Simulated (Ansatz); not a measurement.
**Mg and the effect of the functional**

```cif
data_structure
_symmetry_space_group_name_H-M 'P6_3/mmc'
_symmetry_Int_Tables_number 194
_cell_length_a 3.1768
_cell_length_b 3.1768
_cell_length_c 10.3189
_cell_angle_alpha 90.000
_cell_angle_beta 90.000
_cell_angle_gamma 120.000
_cell_volume 90.19
loop_
_atom_site_label
_atom_site_type_symbol
_atom_site_symmetry_multiplicity
_atom_site_Wyckoff_symbol
_atom_site_fract_x
_atom_site_fract_y
_atom_site_fract_z
_atom_site_occupancy
Mg1 Mg 2 c 0.66667 0.33333 0.75000 1
Mg2 Mg 2 a 0.00000 0.00000 0.50000 1
```

Kept alike: task band structure; k mesh 10 × 10 × 3; occupations fermi-dirac, width 0.05 eV; no spin polarisation. Program: Ansatz, all-electron LAPW, scalar-relativistic. The mesh is that of the run's cell of 4 atoms. No spin-orbit coupling.

```csv
functional,pressure (GPa)
LDA,-1.27
PBE,0.88
PBEsol,0.16
```

Pressure is positive in compression. For a metal such a mesh leaves the last digits unconverged.

**Question.** What does the functional change here?

**Answer.** The pressure runs from -1.27 (LDA) to 0.88 GPa (PBE). From PBE: LDA -2.15; PBEsol -0.72. A positive pressure means that the functional's own cell is larger than the one given, a negative one that it is smaller.
